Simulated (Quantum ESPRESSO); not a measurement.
Input of a Quantum ESPRESSO 7.5 run:

File pw.in:

```
&CONTROL
  calculation = 'scf'
  prefix = 'pwscf'
  outdir = './tmp'
  pseudo_dir = './pseudo'
  tprnfor = .true.
  tstress = .true.
  disk_io = 'low'
/
&SYSTEM
  ibrav = 0
  nat = 1
  ntyp = 1
  ecutwfc = 60
  ecutrho = 480
  nbnd = 13
  occupations = 'smearing'
  smearing = 'fd'
  degauss = 0.00367493
/
&ELECTRONS
  conv_thr = 2d-10
  electron_maxstep = 120
  mixing_beta = 0.5
/
ATOMIC_SPECIES
Sn   118.7100 Sn_pbe_v1.uspp.F.UPF
CELL_PARAMETERS angstrom
  -1.6664398100    1.7077874900    2.1828021800
   1.7938717800   -1.8589232500    2.3916531200
   1.6937133800    1.8854440200   -2.2975624100
ATOMIC_POSITIONS crystal
Sn     0.0000000000    0.0000000000    0.0000000000
K_POINTS automatic
10 9 10 0 0 0
```

File pp_density.in:

```
&INPUTPP
  prefix = 'pwscf'
  outdir = './tmp'
  filplot = 'density.dat'
  plot_num = 0
/
&PLOT
  nfile = 1
  filepp(1) = 'density.dat'
  iflag = 3
  output_format = 6
  fileout = 'density.cube'
/
```

The input pp_potential.in:

```
&INPUTPP
  prefix = 'pwscf'
  outdir = './tmp'
  filplot = 'potential.dat'
  plot_num = 11
/
&PLOT
  nfile = 1
  filepp(1) = 'potential.dat'
  iflag = 3
  output_format = 6
  fileout = 'potential.cube'
/
```

Potentials or basis: SSSP 1.3 efficiency PBE.

The run is started by

```bash
$ OMP_NUM_THREADS=1 pw.x -in pw.in > pw.out
$ OMP_NUM_THREADS=1 pp.x -in pp_density.in > pp_density.out
$ OMP_NUM_THREADS=1 pp.x -in pp_potential.in > pp_potential.out
```

(1) Estimate the pressure.

(2) Predict the band gap on the k mesh.

Results:

(1) -0.7 GPa.

(2) none (metal or under the smearing width).
